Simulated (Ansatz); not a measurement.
Crystal: MnS.

```
Mn S
1.0
     3.95358    0.00000    0.00000
    -1.97679    3.42390    0.00000
     0.00000    0.00000    6.34253
Mn S
2 2
Direct
  0.66667 0.33333 0.49884
  0.33333 0.66667 0.99884
  0.33333 0.66667 0.62615
  0.66667 0.33333 0.12615
```

The cell is a database's computed one.

Base run:

* Program: Ansatz 0.2.0
* Functional: PBEsol
* Potentials or basis: Ansatz PAW
* Cutoff: 420 eV (not typed: the program's choice for these potentials)
* k mesh: 8 × 8 × 4
* Occupations: fermi-dirac, width 0.05 eV
* Spin: no spin polarisation

Its results: band gap on the k mesh none (metal or under the smearing width); pressure -23.4 GPa; largest force 0.082 eV/Å.

Problem. The run is repeated on the same cell with these changes: spin from no spin polarisation to collinear spin, ferrimagnetic start. What comes out?

Solution. Band gap on the k mesh 0.77 eV, indirect (least direct gap 1.44 eV); pressure -3.7 GPa; net moment 0.00 μB per cell; site moments Mn +3.94, -3.94; S +0.05, -0.05 μB; largest force 0.184 eV/Å.

Caveats: the PAW data sets come from PBE, with cores solved anew for the run's functional, which leaves a small shift of forces and pressure; semilocal functionals often make such compounds metallic where correlation or magnetic order opens a gap, which also shifts bond lengths (some runs).

A k mesh can miss the band edges.
